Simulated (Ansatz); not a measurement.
Theory: Ansatz, DFT PBE, scalar-relativistic, plane waves, PAW. Settings: cutoff 420 eV, Γ-centred meshes spaced at most about 0.3 Å⁻¹, and about 0.25 Å⁻¹ or finer for metals (2π included), Gaussian smearing. No spin polarisation.

All energies are static (0 K, no zero-point motion).

Two relaxed structures of Al2Cu3:

A.

```xyz
10
Lattice="2.7435 0.0000 0.0000 -1.3718 2.3760 0.0000 0.0000 0.0000 20.4622" Properties=species:S:1:pos:R:3 pbc="T T T"
Al    1.3718    0.7920   14.2692
Al    1.3718    0.7920   18.4015
Al    1.3718    0.7920    2.0607
Al    1.3718    0.7920    6.1929
Cu    0.0000    1.5840   12.2560
Cu    0.0000    1.5840   16.3487
Cu    0.0000    1.5840    0.0000
Cu    0.0000    1.5840    4.1134
Cu    0.0000    1.5840    8.2062
Cu    1.3718    0.7920   10.2311
```

B.

```xyz
10
Lattice="2.6981 0.0000 0.0000 -1.3490 2.3366 0.0000 0.0000 0.0000 21.7167" Properties=species:S:1:pos:R:3 pbc="T T T"
Al    0.0000    1.5577    1.2459
Al    0.0000    1.5577   18.0229
Al    1.3490    0.7789    3.6938
Al    1.3490    0.7789   20.4708
Cu    0.0000    1.5577    5.7709
Cu    0.0000    1.5577    9.8444
Cu    0.0000    1.5577   13.8984
Cu    1.3490    0.7789    7.8182
Cu    1.3490    0.7789   11.8722
Cu    1.3490    0.7789   15.9458
```

Problem. Which placement of the atoms is lower in energy, and by how much?

Solution. A is lower, by 126 meV/atom. The two share one framework of sites and differ in which element sits where. A has Al and Cu ordered on hcp sites, space group P-6m2 (No. 187), 13.3 Å³/atom and no gap on its mesh; B has Al and Cu ordered on hcp sites, space group P-3m1 (No. 164), 13.7 Å³/atom and no gap. Counting all near atoms (those within 1.25 times the shortest distance at each site), A and B both have Al 12, Cu 12. Both come from invented guesses. The lowest form computed isn't among them: it has Al and Cu ordered on bcc sites, space group R-3m (No. 166), 13.0 Å³/atom and lies 73 meV/atom below the best shown.

Cells relaxed within their symmetry can be saddle points.
